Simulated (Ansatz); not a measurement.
Crystal: SnSe.

```xyz
2
Lattice="0.0000 3.3908 3.3908 3.3908 0.0000 3.3908 3.3908 3.3908 0.0000" Properties=species:S:1:pos:R:3 pbc="T T T"
Sn    0.0000    0.0000    0.0000
Se    5.0863    5.0863    5.0863
```

The cell was built by a generator and needn't be a form met in nature.

Base run:

| Item | Value |
| --- | --- |
| Program | Ansatz 0.2.0 |
| Functional | r2SCAN0 form with a typed share of exact exchange |
| Potentials or basis | Ansatz PAW |
| Cutoff | 500 eV (not typed: the program's choice for these potentials) |
| k mesh | 4 × 4 × 4 |
| Occupations | fermi-dirac, width 0.05 eV |
| Spin | no spin polarisation |

Its results: band gap on the k mesh 0.47 eV, indirect (least direct gap 1.17 eV); pressure -1.0 GPa.

Task: After a change of settings the same cell gave: band gap on the k mesh 1.40 eV, indirect (least direct gap 2.19 eV); pressure -1.1 GPa. Which change was it?
A. share of exact exchange from 0.1 to 0.5
B. share of exact exchange from 0.1 to 0.35
C. share of exact exchange from 0.1 to 0.15
D. functional from r2SCAN0 form with a typed share of exact exchange to r2SCAN0; share of exact exchange from 0.1 to 0.25

Result: B.

Caveats: spin-orbit coupling is left out, which moves the levels of the heavy elements; the PAW data sets come from PBE, with cores solved anew for the run's functional, which leaves a small shift of forces and pressure; the thresholds are loose for stress.
